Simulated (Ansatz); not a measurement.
**TePb: experiment and calculation**

**The experiment to reproduce.**

From “Correlated local dipoles in PbTe”, 2017, arxiv:1709.02863, for a bulk crystal of TePb at 250 K: lattice constant a 6.4546 ± 0.0001 Å.

From a printed reference work, monograph, for a bulk crystal of TePb: band gap 0.19 eV (direct) at 4.2 K; high-frequency dielectric constant 32.8 at 300 K.

The results are compared with them further down.

Method: DFT r2SCAN, scalar-relativistic, plane waves, PAW in Ansatz 0.2.0.

Plane waves to 500 eV, a k mesh through Γ of 8×8×8 on the computed 2-atom cell and Gaussian smearing (0.02 eV); no spin polarisation.

Relaxed structure, symmetry kept:

```yaml
crystal:
  lattice:
    - [0.00000, 3.26811, 3.26811]
    - [3.26811, 0.00000, 3.26811]
    - [3.26811, 3.26811, 0.00000]
  atoms:
    - { symbol: Te, position: [0.50000, 0.50000, 0.50000] }
    - { symbol: Pb, position: [0.00000, 0.00000, 0.00000] }
```

| Quantity | Value |
| --- | --- |
| Space group | Fm-3m (No. 225) |
| Volume per atom | 34.91 Å³ |
| Formation energy from the elements' standard states (uncorrected) | -0.505 eV/atom |
| Generalised Kohn–Sham band gap | 1.09 eV, direct at L |
| Löwdin character of the top 1 eV of the valence band | Te 5p 76 %, Pb 6s 12 %, Pb 6p 10 % |
| Löwdin character of the lowest 1 eV of the conduction band | Pb 6p 80 %, Te 5s 9 %, Te 5p 7 % |
| Electron masses at the edge by Cartesian direction of the standard setting (m_e; degenerate bands sorted by energy; no spin-orbit coupling) | x: 0.16; y: 0.16; z: 0.16 |
| Hole masses at the edge by Cartesian direction of the standard setting (m_e; degenerate bands sorted by energy; no spin-orbit coupling) | x: 0.12; y: 0.12; z: 0.12 |
| Bulk modulus | 42 GPa |
| Its pressure derivative | 4.5 |
| Electronic dielectric constant xx, yy, zz of the standard setting (independent particles) | 22.1, 22.1, 22.1 |
| Bader charges (e) | Te (1 in the cell) -0.78, Pb (1 in the cell) 0.78 |

Spin-orbit coupling is left out, which matters for the bands of heavy elements.

A measured lattice constant a of TePb is 6.4546 Å (250 K; the paper above); the calculated 6.536 Å misses it by +1.3 %. 4 values of this kind are on record (6.442 to 6.4626 Å); this one was drawn at random among those near their median, those with a stated uncertainty first. The calculation is for 0 K without zero-point motion. Against the measured band gap of TePb, 0.19 eV (direct; 4.2 K; a printed reference work, monograph), the calculated 1.09 eV is off by +0.90 eV. Kohn–Sham gaps of semilocal functionals fall short of measured ones as a rule; spin-orbit coupling, left out here, would usually lower the calculated gap of a compound with heavy elements. A measured high-frequency dielectric constant of TePb is 32.8 (300 K; a printed reference work, monograph); the calculated 22.15 misses it by -32.5 %. So large a miss may mean another phase, state or a wrong row. 2 values of this kind are on record (32.8 to 36.9); this one was drawn at random. Local fields are left out.